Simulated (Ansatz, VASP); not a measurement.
## One calculation of MoS2, two programs

```
Mo S
1.0
     1.60079    0.92422    6.23093
    -1.60079    0.92422    6.23093
     0.00000   -1.84844    6.23093
Mo S
1 2
Direct
  0.00000 0.00000 0.00000
  0.41700 0.41700 0.41700
  0.25000 0.25000 0.25000
```

Change from the starting cell: volume scaled by 1.04.

Alike in both runs: task single point; functional PBEsol; k mesh 10 × 10 × 10; occupations fermi-dirac, width 0.05 eV; no spin polarisation.

|  | VASP | Ansatz |
| --- | --- | --- |
| version | VASP 6.6.1 | Ansatz 0.2.0 |
| potentials or method | VASP PAW PBE potentials, release 64 (Mo_sv, S), cutoff 520 eV | all-electron LAPW, scalar-relativistic |

|  | VASP | Ansatz | Ansatz less VASP |
| --- | --- | --- | --- |
| gap on the k mesh at the Fermi level (eV) | 0.95 | 0.94 | -0.012 |
| least direct gap on the mesh (eV) | 1.86 | 1.86 | -0.003 |
| pressure (GPa) | -5.3 | -5.3 | +0.03 |
| largest component of the traceless stress (GPa) | 1.50 | 1.51 | +0.003 |
| rms of the force components (eV/Å) | 0.198 | 0.198 | +0.0008 |

Atom by atom the forces differ by 0.001 eV/Å (rms over components). Ansatz ran all-electron here, so the differences hold the error of VASP's frozen core and of both bases.

Caveats: the PAW data sets were made with another functional, which shifts forces and pressure a little (VASP). A k mesh can miss the band edges.
